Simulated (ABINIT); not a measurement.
# SiC (Moissanite) (P6_3mc) in ABINIT: settings compared

Aim: see how the results for SiC (Moissanite) move with the level of theory and the settings. Levels: PBE, HSE06. Tasks: single point.

All numbers are computed with ABINIT 10.8.3 (patched build); they aren't measurements. Logs are shortened: lines on timing, memory, paths and dates and some standing lists are left out, and cuts for length are marked. The log counts tension as positive stress, the text compression.

## Step 1: The crystal as given

Symmetry: P6_3mc, No. 186, hexagonal system. The conventional cell has a = 3.076 Å, b = 3.076 Å, c = 5.048 Å, α = 90.00°, β = 90.00°, γ = 120.00°. Si (site symmetry 3m) has 4 C at 1.87 to 1.94 Å as nearest neighbours. C (site symmetry 3m) is surrounded by 4 Si at 1.87 to 1.94 Å.

## Step 2: Single point, PBE

run.abi reads:

```
pp_dirpath "./"
pseudos "Si_ONCV_PBE-1.2.upf, C_ONCV_PBE-1.2.upf"

acell 3*1.0
rprim
     5.8127975593     0.0000000000     0.0000000000
    -2.9063987797     5.0340303534     0.0000000000
     0.0000000000     0.0000000000     9.5393374771
ntypat 2
znucl 14 6
natom 4
typat 1 1 2 2
xred
     0.6666666667     0.3333333333     0.5000000000
     0.3333333333     0.6666666667     0.0000000000
     0.6666666667     0.3333333333     0.8850000000
     0.3333333333     0.6666666667     0.3850000000

ecut 30.0

kptopt 1
ngkpt 8 8 4
nshiftk 1
shiftk 0.0 0.0 0.0

ixc 11

nband 10
occopt 1

nstep 100
tolvrs 1.0e-10
diemac 6.0

iomode 3
prtwf 0
prteig 0
prtebands 0
enunit 1
prtden 1
prtvha 1
prtvclmb 1
prtpot 1
prtelf 1
```

Potentials or basis: SG15 NC PBE v1.2.

On the command line:

```console
mpirun --bind-to none -np 8 abinit run.abi > log 2>&1
```

run.abo:

```text
.Version 10.8.3 of ABINIT
 Symmetries : space group P6_3 m c (#186); Bravais hP (primitive hexag.)
================================================================================
 Values of the parameters that define the memory need of the present run
     intxc =       0    ionmov =       0      iscf =       7    lmnmax =       4
     lnmax =       4     mgfft =      48  mpssoang =       2    mqgrid =    3001
     natom =       4  nloc_mem =       1    nspden =       1   nspinor =       1
    nsppol =       1      nsym =      12    n1xccc =       0    ntypat =       2
    occopt =       1   xclevel =       2
       mpw =        2207          nfft =       43200          nkpt =          30
================================================================================
================================================================================

--------------------------------------------------------------------------------
------------- Echo of variables that govern the present computation ------------
--------------------------------------------------------------------------------
 -outvars: echo values of preprocessed input variables --------
            acell      1.0000000000E+00  1.0000000000E+00  1.0000000000E+00 Bohr
              amu      2.80855000E+01  1.20110000E+01
           diemac      6.00000000E+00
             ecut      3.00000000E+01 Hartree
           enunit           1
              ixc          11
         kptrlatt        8    0    0      0    8    0      0    0    4
          kptrlen      3.81573499E+01
            natom           4
            nband          10
            ngfft          30      30      48
             nkpt          30
            nstep         100
             nsym          12
           ntypat           2
        prtebands           0
           prteig           0
           prtelf           1
           prtpot           1
         prtvclmb           1
           prtvha           1
            prtwf           0
            rprim      5.8127975593E+00  0.0000000000E+00  0.0000000000E+00
                      -2.9063987797E+00  5.0340303534E+00  0.0000000000E+00
                       0.0000000000E+00  0.0000000000E+00  9.5393374771E+00
          spgroup         186
           tolvrs      1.00000000E-10
            typat      1  1  2  2
           xangst      1.5379999989E+00  8.8796471340E-01  2.5239999983E+00
                      -1.7639298728E-11  1.7759294268E+00  0.0000000000E+00
                       1.5379999989E+00  8.8796471340E-01  4.4674799970E+00
                      -1.7639298728E-11  1.7759294268E+00  1.9434799987E+00
            xcart      2.9063987796E+00  1.6780101178E+00  4.7696687386E+00
                      -3.3333443650E-11  3.3560202356E+00  0.0000000000E+00
                       2.9063987796E+00  1.6780101178E+00  8.4423136672E+00
                      -3.3333443650E-11  3.3560202356E+00  3.6726449287E+00
             xred      6.6666666667E-01  3.3333333333E-01  5.0000000000E-01
                       3.3333333333E-01  6.6666666667E-01  0.0000000000E+00
                       6.6666666667E-01  3.3333333333E-01  8.8500000000E-01
                       3.3333333333E-01  6.6666666667E-01  3.8500000000E-01
            znucl       14.00000    6.00000

================================================================================

 chkinp: Checking input parameters for consistency.

================================================================================
== DATASET  1 ==================================================================

--- !DatasetInfo
iteration_state: {dtset: 1, }
dimensions: {natom: 4, nkpt: 30, mband: 10, nsppol: 1, nspinor: 1, nspden: 1, mpw: 2207, }
cutoff_energies: {ecut:  30.0, pawecutdg:  -1.0, }
electrons: {nelect:   1.60000000E+01, charge:   0.00000000E+00, occopt:   1.00000000E+00, tsmear:   1.00000000E-02, }
meta: {optdriver: 0, ionmov: 0, optcell: 0, iscf: 7, paral_kgb: 0, }
...

 Exchange-correlation functional for the present dataset will be:
  GGA: Perdew-Burke-Ernzerhof functional - ixc=11
  J.P.Perdew, K.Burke, M.Ernzerhof, PRL 77, 3865 (1996)

 Real(R)+Recip(G) space primitive vectors, cartesian coordinates (Bohr,Bohr^-1):
 R(1)=  5.8127976  0.0000000  0.0000000  G(1)=  0.1720342  0.0993240  0.0000000
 R(2)= -2.9063988  5.0340304  0.0000000  G(2)=  0.0000000  0.1986480  0.0000000
 R(3)=  0.0000000  0.0000000  9.5393375  G(3)=  0.0000000  0.0000000  0.1048291
 Unit cell volume ucvol=  2.7913818E+02 bohr^3
 Angles (23,13,12)=  9.00000000E+01  9.00000000E+01  1.20000000E+02 degrees

 getcut: wavevector=  0.0000  0.0000  0.0000  ngfft=  30  30  48
         ecut(hartree)=     30.000   => boxcut(ratio)=   2.04079

--- Pseudopotential description ------------------------------------------------
- pspini: atom type   1  psp file is ./Si_ONCV_PBE-1.2.upf
12 -101130 1 -1 602                           pspcod,pspxc,lmax,lloc,mmax
     nproj     2     2
[... 47 lines left out ...]

--- !ResultsGS
iteration_state: {dtset: 1, }
comment   : Summary of ground state results
lattice_vectors:
- [  5.8127976,   0.0000000,   0.0000000, ]
- [ -2.9063988,   5.0340304,   0.0000000, ]
- [  0.0000000,   0.0000000,   9.5393375, ]
lattice_lengths: [   5.81280,    5.81280,    9.53934, ]
lattice_angles: [ 90.000,  90.000, 120.000, ] # degrees, (23, 13, 12)
lattice_volume:   2.7913818E+02
convergence: {deltae: -2.878E-13, res2:  7.930E-11, residm:  4.745E-06, diffor: null, }
etotal    :  -1.93124592E+01
entropy   :   0.00000000E+00
fermie    :   3.74328251E-01
cartesian_stress_tensor: # hartree/bohr^3
- [ -1.45877761E-04,  -1.03664348E-14,   0.00000000E+00, ]
- [ -1.03664348E-14,  -1.45877761E-04,   0.00000000E+00, ]
- [  0.00000000E+00,   0.00000000E+00,   2.52819267E-05, ]
pressure_GPa:   2.6133E+00
xred      :
- [  6.6667E-01,   3.3333E-01,   5.0000E-01, Si]
- [  3.3333E-01,   6.6667E-01,   0.0000E+00, Si]
- [  6.6667E-01,   3.3333E-01,   8.8500E-01,  C]
- [  3.3333E-01,   6.6667E-01,   3.8500E-01,  C]
cartesian_forces: # hartree/bohr
- [ -2.08452185E-28,  -1.60466567E-28,   1.45428375E-02, ]
- [ -2.31613539E-29,  -5.34888555E-28,   1.45428375E-02, ]
- [  1.15806769E-28,   5.61632983E-28,  -1.45428375E-02, ]
- [  1.15806769E-28,   1.33722139E-28,  -1.45428375E-02, ]
force_length_stats: {min:   1.45428375E-02, max:   1.45428375E-02, mean:   1.45428375E-02, }
...

 Integrated electronic density in atomic spheres:
 ------------------------------------------------
 Atom  Sphere_radius  Integrated_density
    1        2.00000          1.95029546
    2        2.00000          1.95029546
    3        2.00000          4.24683009
    4        2.00000          4.24683009
================================================================================

 ----iterations are completed or convergence reached----

 Mean square residual over all n,k,spin=   37.809E-09; max=  47.450E-07
 reduced coordinates (array xred) for    4 atoms
       0.666666666667      0.333333333333      0.500000000000
       0.333333333333      0.666666666667      0.000000000000
       0.666666666667      0.333333333333      0.885000000000
       0.333333333333      0.666666666667      0.385000000000
 rms dE/dt=  8.0095E-02; max dE/dt=  1.3882E-01; dE/dt below (all hartree)
    1       0.000000000000     -0.000000000000     -0.138639077069
    2      -0.000000000000      0.000000000000     -0.138639077069
    3      -0.000000000000     -0.000000000000      0.138818992877
    4      -0.000000000000     -0.000000000000      0.138818992877

 cartesian coordinates (angstrom) at end:
    1      1.53799999893485     0.88796471340201     2.52399999828481
    2     -0.00000000001764     1.77592942680403     0.00000000000000
    3      1.53799999893485     0.88796471340201     4.46747999696411
    4     -0.00000000001764     1.77592942680403     1.94347999867930

 cartesian forces (hartree/bohr) at end:
    1     -0.00000000000000    -0.00000000000000     0.01454283751948
    2     -0.00000000000000    -0.00000000000000     0.01454283751948
    3      0.00000000000000     0.00000000000000    -0.01454283751948
    4      0.00000000000000     0.00000000000000    -0.01454283751948
 frms,max,avg= 8.3963112E-03 1.4542838E-02   0.000E+00  0.000E+00 -9.430E-06 h/b

 cartesian forces (eV/Angstrom) at end:
    1     -0.00000000000000    -0.00000000000000     0.74782277273108
    2     -0.00000000000000    -0.00000000000000     0.74782277273108
    3      0.00000000000000     0.00000000000000    -0.74782277273108
    4      0.00000000000000     0.00000000000000    -0.74782277273108
 frms,max,avg= 4.3175568E-01 7.4782277E-01   0.000E+00  0.000E+00 -4.849E-04 e/A
 length scales=  1.000000000000  1.000000000000  1.000000000000 bohr
              =  0.529177210544  0.529177210544  0.529177210544 angstroms
 Fermi (or HOMO) energy (eV) =  10.18599   Average Vxc (eV)= -10.91741
 Eigenvalues (   eV  ) for nkpt=  30  k points:
 kpt#   1, nband= 10, wtk=  0.00391, kpt=  0.0000  0.0000  0.0000 (reduced coord)
  -5.50234   -2.00278    1.52633    8.64129    8.64129    9.90681    9.90681   10.18599
  14.83168   16.23408
 prteigrs : prtvol=0 or 1, do not print more k-points.

--- !EnergyTerms
iteration_state     : {dtset: 1, }
comment             : Components of total free energy in Hartree
kinetic             :  1.17786020544264E+01
hartree             :  2.37967576093126E+00
xc                  : -6.09759729669876E+00
Ewald energy        : -2.08945946025854E+01
psp_core            : -2.50613782577024E-01
local_psp           : -8.25206279006141E+00
non_local_psp       :  2.02413142551361E+00
total_energy        : -1.93124592310513E+01
total_energy_eV     : -5.25518787495899E+02
band_energy         :  2.36538162271951E+00
...

 Cartesian components of stress tensor (hartree/bohr^3)
  sigma(1 1)= -1.45877761E-04  sigma(3 2)=  0.00000000E+00
  sigma(2 2)= -1.45877761E-04  sigma(3 1)=  0.00000000E+00
  sigma(3 3)=  2.52819267E-05  sigma(2 1)= -1.03664348E-14

-Cartesian components of stress tensor (GPa)         [Pressure=  2.6133E+00 GPa]
- sigma(1 1)= -4.29187191E+00  sigma(3 2)=  0.00000000E+00
- sigma(2 2)= -4.29187191E+00  sigma(3 1)=  0.00000000E+00
- sigma(3 3)=  7.43819963E-01  sigma(2 1)= -3.04991041E-10

== END DATASET(S) ==============================================================
================================================================================

 -outvars: echo values of variables after computation  --------
            acell      1.0000000000E+00  1.0000000000E+00  1.0000000000E+00 Bohr
           etotal     -1.9312459231E+01
            fcart     -2.0845218469E-28 -1.6046656660E-28  1.4542837519E-02
                      -2.3161353855E-29 -5.3488855532E-28  1.4542837519E-02
                       1.1580676927E-28  5.6163298308E-28 -1.4542837519E-02
                       1.1580676927E-28  1.3372213883E-28 -1.4542837519E-02
            rprim      5.8127975593E+00  0.0000000000E+00  0.0000000000E+00
                      -2.9063987797E+00  5.0340303534E+00  0.0000000000E+00
                       0.0000000000E+00  0.0000000000E+00  9.5393374771E+00
           strten     -1.4587776123E-04 -1.4587776124E-04  2.5281926684E-05
                       0.0000000000E+00  0.0000000000E+00 -1.0366434784E-14
           xangst      1.5379999989E+00  8.8796471340E-01  2.5239999983E+00
                      -1.7639298728E-11  1.7759294268E+00  0.0000000000E+00
                       1.5379999989E+00  8.8796471340E-01  4.4674799970E+00
                      -1.7639298728E-11  1.7759294268E+00  1.9434799987E+00
             xred      6.6666666667E-01  3.3333333333E-01  5.0000000000E-01
                       3.3333333333E-01  6.6666666667E-01  0.0000000000E+00
                       6.6666666667E-01  3.3333333333E-01  8.8500000000E-01
                       3.3333333333E-01  6.6666666667E-01  3.8500000000E-01
 Calculation completed.
```

It took 2.1 s on 8 MPI ranks of Intel Xeon 6975P-C (Granite Rapids), shared host; peak memory 0.48 GiB.

What came out:

| Item | Value |
| --- | --- |
| Free energy | -525.5188 eV |
| Largest force | 0.748 eV/Å |
| Band gap on the k mesh | 2.60 eV, indirect (least direct gap 4.08 eV) |
| Valence electrons inside the program's atomic spheres | Si 1.95; C 4.25 |

Forces on the atoms (eV/Å):
```
Si   0.000  0.000  0.748
Si   0.000  0.000  0.748
C    0.000  0.000 -0.748
C    0.000  0.000 -0.748
```

Levels at points of the mesh, in eV from the valence-band top:
```csv
k point,band 4,band 5,band 6,band 7,band 8,band 9,band 10
"(0.00, 0.00, 0.00)",-1.54,-1.54,-0.28,-0.28,0.00,4.65,6.05
"(0.50, 0.00, 0.00)",-6.52,-5.40,-3.51,-3.23,-1.47,2.61,4.20
"(0.00, 0.00, 0.50)",-4.43,-0.96,-0.96,-0.96,-0.96,5.74,5.74
"(0.50, 0.00, 0.50)",-8.42,-2.66,-2.66,-2.32,-2.32,3.19,3.19
```

Caveat: the cutoff is too short for stress, so the log's stress isn't used. Expect the measured gap to be larger: semilocal functionals such as PBE lack the derivative discontinuity.

## Step 3: Single point, HSE06

Edit run.abi of step 2 so:

```diff
@@ -25,3 +25,3 @@
 
-ixc 11
+ixc -428
 
@@ -30,5 +30,5 @@
 
-nstep 100
-tolvrs 1.0e-10
+nstep 60
 diemac 6.0
+toldfe 1.0e-7
```

Potentials or basis: SG15 NC PBE v1.2.

On the command line:

```console
mpirun --bind-to none -np 8 abinit run.abi > log 2>&1
```

Run time: 22 min. Hardware: 8 MPI ranks of Intel Xeon 6975P-C (Granite Rapids), shared host; peak memory 1.3 GiB.

The run converged. Its results:

- Free energy: -525.5239 eV
- Largest force: 0.771 eV/Å
- Band gap on the k mesh: 3.54 eV, indirect (least direct gap 5.24 eV)
- Valence electrons inside the program's atomic spheres: Si 1.95; C 4.27

Forces on the atoms (eV/Å):
```
Si   0.000  0.000  0.771
Si   0.000  0.000  0.771
C    0.000  0.000 -0.771
C    0.000  0.000 -0.771
```

Levels at points of the mesh, in eV from the valence-band top:
```csv
k point,band 4,band 5,band 6,band 7,band 8,band 9,band 10
"(0.00, 0.00, 0.00)",-1.72,-1.72,-0.32,-0.32,0.00,5.80,7.30
"(0.50, 0.00, 0.00)",-7.17,-5.89,-3.88,-3.45,-1.64,3.59,5.26
"(0.00, 0.00, 0.50)",-4.86,-1.08,-1.08,-1.08,-1.08,6.94,6.94
"(0.50, 0.00, 0.50)",-9.22,-2.94,-2.94,-2.55,-2.55,4.20,4.20
```

Caveat: the cutoff is too short for stress, so the log's stress isn't used; Libxc's HSE differs a little from that of other programs; the potentials were made for another functional, which shifts forces and pressure. A k mesh can miss the band edges.
